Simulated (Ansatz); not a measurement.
## Straining SnO₂

Theory: Ansatz, DFT PBEsol, scalar-relativistic, plane waves, PAW. Settings: 420 eV cutoff, 6×6×8 k-mesh, Gaussian smearing of 0.02 eV, no spin polarisation.

The relaxed crystal:

```
Sn O
1.0
     4.76866    0.00000    0.00000
     0.00000    4.77007    0.00000
     0.00000    0.00000    3.21198
Sn O
2 4
Direct
  0.50000 0.50000 0.50000
  0.00000 0.00000 0.00000
  0.30621 0.30635 0.00000
  0.80621 0.19365 0.50000
  0.19379 0.80635 0.50000
  0.69379 0.69365 0.00000
```

Deformation: c alone is stretched, the rest of the cell is held and the atoms relax, all within the symmetry that the strain leaves. Energies are extrapolated to zero smearing. Gaps are Kohn–Sham gaps over the whole zone.

| strain (%) | ΔE (meV/atom) | a (Å) | b (Å) | c (Å) | gap (eV) |
| --- | --- | --- | --- | --- | --- |
| -6.0 | 62.6 | 4.769 | 4.770 | 3.019 | 1.71 |
| -4.0 | 26.7 | 4.769 | 4.770 | 3.083 | 1.46 |
| -2.0 | 6.4 | 4.769 | 4.770 | 3.148 | 1.19 |
| +0.0 | 0.0 | 4.769 | 4.770 | 3.212 | 0.92 |
| +2.0 | 5.9 | 4.769 | 4.770 | 3.276 | 0.64 |
| +4.0 | 22.4 | 4.769 | 4.770 | 3.340 | 0.38 |
| +6.0 | 48.2 | 4.769 | 4.770 | 3.405 | 0.12 |

(1) What stiffness (1/V) d²E/dε² at zero strain does a cubic fit over all points give?

(2) How fast does the gap move with strain on either side?

Answers

(1) A cubic fit gives (1/V) d²E/dε² = 405 GPa at zero strain (the elastic constant along c at held a and b).

(2) -137 meV per percent on the compressed side and -137 meV per percent on the stretched side; it is direct at -2.0 %, direct at zero and direct at +2.0 %.